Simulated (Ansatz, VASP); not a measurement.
BiS: VASP beside Ansatz

```
CELL_PARAMETERS angstrom
2.10927 1.21779 3.50049
-2.10927 1.21779 3.50049
0.00000 -2.43558 3.50049
ATOMIC_POSITIONS crystal
Bi 0.00000 0.00000 0.00000
S 0.50000 0.50000 0.50000
```

The cell was built by a generator and needn't be a form met in nature.

Alike in both runs: task relaxation of cell and atoms; functional PBE; k mesh 8 × 8 × 8; occupations fermi-dirac, width 0.05 eV; no spin polarisation.

```csv
,VASP,Ansatz
version,VASP 6.6.1,Ansatz 0.2.0
potentials or method,"VASP PAW PBE potentials, release 64 (Bi_d, S)",Ansatz PAW
plane-wave cutoff (eV),900,420
valence electrons in the cell,21,21
```

```tsv
	VASP	Ansatz	Ansatz less VASP
gap on the k mesh at the Fermi level, each at its own relaxed structure (eV)	none	none	-
relaxed volume (Å³/atom)	25.24	25.24	+0.005
relaxed cell length with the largest relative difference (Å)	4.547	4.546	-0.0008
energy change over the relaxation (meV/atom)	-57	-57	+0.1
```

A gap of «none» marks a metal or a gap that the smearing closes.

Caveats: spin-orbit coupling is left out, which moves the levels of the heavy elements; the plane-wave basis is chosen anew once the cell has moved, so the energies of steps on either side of that aren't comparable (Ansatz).
